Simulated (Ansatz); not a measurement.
# Ta (fcc type): the cost of one run

Computed with Ansatz 0.2.0 (DFT, PBE, PAW with Ansatz's default frozen-core files, scalar-relativistic, unless a step's input says otherwise).

## 1. Starting point

The structure is cubic, space group Fm-3m (No. 225). The conventional cell has a = 4.185 Å, b = 4.185 Å, c = 4.185 Å, α = 90.00°, β = 90.00°, γ = 90.00°. Around Ta (site symmetry m-3m) lie 12 Ta at 2.96 Å.

Coordinates:

```
Ta
1.0
     0.00000    2.09238    2.09238
     2.09238    0.00000    2.09238
     2.09238    2.09238    0.00000
Ta
1
Direct
  0.00000 0.00000 0.00000
```

Whether this phase is the stable one at these pressures isn't tested.

## 2. Cell relaxed at zero pressure, PAW

input.yaml

```yaml
crystal:
  lattice:
    - [0.0, 2.0923759827, 2.0923759827]
    - [2.0923759827, 0.0, 2.0923759827]
    - [2.0923759827, 2.0923759827, 0.0]
  atoms:
    - { symbol: Ta, position: [0.0, 0.0, 0.0] }
kpoints:
  mp_grid: { grid: [16, 16, 16] }
scf:
  occupations: { method: fermi_dirac, width: 0.1 }
hamiltonian:
  xc: pbe
  pseudopotentials: { kind: paw }
output:
  forces: true
  stress: true
relax:
  f_tol: 0.005
  max_steps: 40
  cell: {}
```

Started as:

```sh
$ ansatz run input.yaml --threads 1 --pin off --max-ram 2048MiB --backend cpu --events-out ev --progress --plain --runs-dir out
```

**Question.** How long does this run take on 1 thread of Intel Xeon 6975P-C (Granite Rapids), shared host, and how much memory does it need?

About 3.8 s, with a peak of 0.36 GiB.
